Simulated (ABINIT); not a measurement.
# TiO2 (Anatase) (I4_1/amd) in ABINIT: single point with LDA

Aim: the single point of TiO2 (Anatase) with LDA.

Everything below comes from runs of ABINIT 10.8.3 (patched build). Logs are shortened: lines on timing, memory, paths and dates and some standing lists are left out, and cuts for length are marked. The log counts tension as positive stress, the text compression.

## Step 1: Starting point

It takes space group I4_1/amd (No. 141, tetragonal). Conventional cell: a = 3.784 Å, b = 3.784 Å, c = 9.515 Å, α = 90.00°, β = 90.00°, γ = 90.00°. Ti (site symmetry -4m2) has 6 O at 1.93 to 1.98 Å as nearest neighbours. O (site symmetry 2mm) has 3 Ti at 1.93 to 1.98 Å as nearest neighbours.

## Step 2: Single point, LDA

The input, run.abi:

```
# Pseudopotentials
pp_dirpath "./"
pseudos "Ti.upf, O.upf"

# Structure
acell 3*1.0
rprim
    -3.5755508004     3.5755508004     8.9899940927
     3.5755508004    -3.5755508004     8.9899940927
     3.5755508004     3.5755508004    -8.9899940927
ntypat 2
znucl 22 8
natom 6
typat 1 1 2 2 2 2
xred
     0.7500000000     0.2500000000     0.5000000000
     0.0000000000     0.0000000000     0.0000000000
     0.7919000000     0.7919000000     0.0000000000
     0.5419000000     0.0419000000     0.5000000000
     0.9581000000     0.4581000000     0.5000000000
     0.2081000000     0.2081000000     0.0000000000

# Plane-wave basis
ecut 35.0

# k points
kptopt 1
ngkpt 8 8 8
nshiftk 1
shiftk 0.0 0.0 0.0

# Exchange and correlation
ixc 7

# Bands and occupations
nband 29
occopt 3
tsmear 0.05 eV

# SCF cycle
nstep 100
tolvrs 1.0e-10

# Output
iomode 3
prtwf 0
prtden 0
prteig 0
prtebands 0
```

Potentials or basis: PseudoDojo NC SR LDA v0.4.1 standard.

Run with:

```
$ mpirun --bind-to none -np 4 abinit run.abi > log 2>&1
```

run.abo:

```text
.Version 10.8.3 of ABINIT
 Symmetries : space group I4_1/a m d (#141); Bravais tI (body-center tetrag.)
================================================================================
 Values of the parameters that define the memory need of the present run
     intxc =       0    ionmov =       0      iscf =       7    lmnmax =       6
     lnmax =       6     mgfft =      60  mpssoang =       3    mqgrid =    3001
     natom =       6  nloc_mem =       1    nspden =       1   nspinor =       1
    nsppol =       1      nsym =      16    n1xccc =    2501    ntypat =       2
    occopt =       3   xclevel =       1
       mpw =        4568          nfft =      216000          nkpt =          59
================================================================================
================================================================================

--------------------------------------------------------------------------------
------------- Echo of variables that govern the present computation ------------
--------------------------------------------------------------------------------
 -outvars: echo values of preprocessed input variables --------
            acell      1.0000000000E+00  1.0000000000E+00  1.0000000000E+00 Bohr
              amu      4.78800000E+01  1.59994000E+01
             ecut      3.50000000E+01 Hartree
                       outvar_i_n : Printing only first  50 k-points.
              ixc           7
                       outvar_i_n : Printing only first  50 k-points.
         kptrlatt        8    0    0      0    8    0      0    0    8
          kptrlen      5.72088128E+01
            natom           6
            nband          29
            ngfft          60      60      60
             nkpt          59
            nstep         100
             nsym          16
           ntypat           2
                       prtocc : prtvol=0, do not print more k-points.
           occopt           3
           prtden           0
        prtebands           0
           prteig           0
            prtwf           0
            rprim     -3.5755508004E+00  3.5755508004E+00  8.9899940927E+00
                       3.5755508004E+00 -3.5755508004E+00  8.9899940927E+00
                       3.5755508004E+00  3.5755508004E+00 -8.9899940927E+00
          spgroup         141
           tolvrs      1.00000000E-10
           tsmear      1.83746611E-03 Hartree
            typat      1  1  2  2  2  2
                       outvars : Printing only first  50 k-points.
           xangst      0.0000000000E+00  1.8920999987E+00  2.3786499984E+00
                       0.0000000000E+00  0.0000000000E+00  0.0000000000E+00
                      -1.0155485096E-16  1.0107314380E-16  7.5346117349E+00
                      -1.4243753561E-16  1.8920999987E+00  3.9866173973E-01
                       1.1750094465E-16  1.8920999987E+00  4.3586382571E+00
[... 172 lines left out ...]

 cartesian forces (eV/Angstrom) at end:
    1      0.00000000000000    -0.00000000000000     0.00000000000000
    2      0.00000000000000    -0.00000000000000     0.00000000000000
    3     -0.00000000000000    -0.00000000000000     0.13741776837135
    4      0.00000000000000    -0.00000000000000     0.13741776837135
    5      0.00000000000000     0.00000000000000    -0.13741776837135
    6     -0.00000000000000     0.00000000000000    -0.13741776837135
 frms,max,avg= 6.4779357E-02 1.3741777E-01   0.000E+00  0.000E+00  0.000E+00 e/A
 length scales=  1.000000000000  1.000000000000  1.000000000000 bohr
              =  0.529177210544  0.529177210544  0.529177210544 angstroms
 Fermi (or HOMO) energy (hartree) =   0.17589   Average Vxc (hartree)=  -0.42000
 Eigenvalues (hartree) for nkpt=  59  k points:
 kpt#   1, nband= 29, wtk=  0.00195, kpt=  0.0000  0.0000  0.0000 (reduced coord)
  -1.91148   -1.90909   -1.05974   -1.05052   -1.05052   -1.04774   -1.04774   -1.04452
  -0.50006   -0.46117   -0.45518   -0.44257   -0.00931   -0.00553   -0.00553    0.00902
   0.05896    0.05896    0.06131    0.10801    0.10801    0.10831    0.11917    0.11917
   0.21197    0.24050    0.28236    0.28361    0.28396
      occupation numbers for kpt#   1
   2.00000    2.00000    2.00000    2.00000    2.00000    2.00000    2.00000    2.00000
   2.00000    2.00000    2.00000    2.00000    2.00000    2.00000    2.00000    2.00000
   2.00000    2.00000    2.00000    2.00000    2.00000    2.00000    2.00000    2.00000
   0.00000    0.00000    0.00000    0.00000    0.00000
 prteigrs : prtvol=0 or 1, do not print more k-points.

--- !EnergyTerms
iteration_state     : {dtset: 1, }
comment             : Components of total free energy in Hartree
kinetic             :  8.99397248974109E+01
hartree             :  5.01333751286474E+01
xc                  : -3.36883498942305E+01
Ewald energy        : -1.22088434670244E+02
psp_core            :  5.72050177403842E+00
local_psp           : -1.65761116340913E+02
non_local_psp       : -9.35250223680007E+00
internal            : -1.85096801342091E+02
'-kT*entropy'       : -2.32690685320483E-12
total_energy        : -1.85096801342093E+02
total_energy_eV     : -5.03674055421532E+03
band_energy         : -2.28129730503136E+01
...

 Cartesian components of stress tensor (hartree/bohr^3)
  sigma(1 1)=  3.17032232E-04  sigma(3 2)=  0.00000000E+00
  sigma(2 2)=  3.17032232E-04  sigma(3 1)=  0.00000000E+00
  sigma(3 3)=  2.88222601E-04  sigma(2 1)=  0.00000000E+00

-Cartesian components of stress tensor (GPa)         [Pressure= -9.0449E+00 GPa]
- sigma(1 1)=  9.32741028E+00  sigma(3 2)=  0.00000000E+00
- sigma(2 2)=  9.32741028E+00  sigma(3 1)=  0.00000000E+00
- sigma(3 3)=  8.47980168E+00  sigma(2 1)=  0.00000000E+00

== END DATASET(S) ==============================================================
================================================================================

 -outvars: echo values of variables after computation  --------
            acell      1.0000000000E+00  1.0000000000E+00  1.0000000000E+00 Bohr
           etotal     -1.8509680134E+02
            fcart      1.2961784446E-30 -1.4456028966E-19  7.2280144833E-20
                       7.9976904199E-31 -1.4456028967E-19  7.2280144833E-20
                      -3.5509291040E-20 -1.8006958070E-19  2.6723501217E-03
                       3.4668986003E-19 -6.6523216762E-19  2.6723501217E-03
                       3.5509291039E-20  3.2462987037E-19 -2.6723501217E-03
                      -3.4668986003E-19  8.0979245729E-19 -2.6723501217E-03
            rprim     -3.5755508004E+00  3.5755508004E+00  8.9899940927E+00
                       3.5755508004E+00 -3.5755508004E+00  8.9899940927E+00
                       3.5755508004E+00  3.5755508004E+00 -8.9899940927E+00
           strten      3.1703223159E-04  3.1703223159E-04  2.8822260088E-04
                       0.0000000000E+00  0.0000000000E+00  0.0000000000E+00
           xangst      0.0000000000E+00  1.8920999987E+00  2.3786499984E+00
                       0.0000000000E+00  0.0000000000E+00  0.0000000000E+00
                      -1.0155485096E-16  1.0107314380E-16  7.5346117349E+00
                      -1.4243753561E-16  1.8920999987E+00  3.9866173973E-01
                       1.1750094465E-16  1.8920999987E+00  4.3586382571E+00
                      -3.7819446713E-18  3.6553589152E-18  1.9799882587E+00
             xred      7.5000000000E-01  2.5000000000E-01  5.0000000000E-01
                       0.0000000000E+00  0.0000000000E+00  0.0000000000E+00
                       7.9190000000E-01  7.9190000000E-01 -1.2729431894E-19
                       5.4190000000E-01  4.1900000000E-02  5.0000000000E-01
                       9.5810000000E-01  4.5810000000E-01  5.0000000000E-01
                       2.0810000000E-01  2.0810000000E-01 -3.3451127379E-20
 Calculation completed.
```

Wall time 3 min (4 MPI ranks of Arm Neoverse V2, shared host); peak memory 0.52 GiB.

Results:

| Item | Value |
| --- | --- |
| Free energy | -5036.7406 eV |
| Largest force | 0.137 eV/Å |
| Band gap on the k mesh | 2.08 eV, indirect (least direct gap 2.40 eV) |
| Valence electrons inside the program's atomic spheres | Ti 9.44; O 6.28 |

Forces on the atoms (eV/Å):
```
Ti   0.000  0.000  0.000
Ti   0.000  0.000  0.000
O    0.000  0.000  0.137
O    0.000  0.000  0.137
O    0.000  0.000 -0.137
O    0.000  0.000 -0.137
```

Caveat: the cutoff is too short for stress, so the log's stress isn't used. A k mesh can miss the band edges.
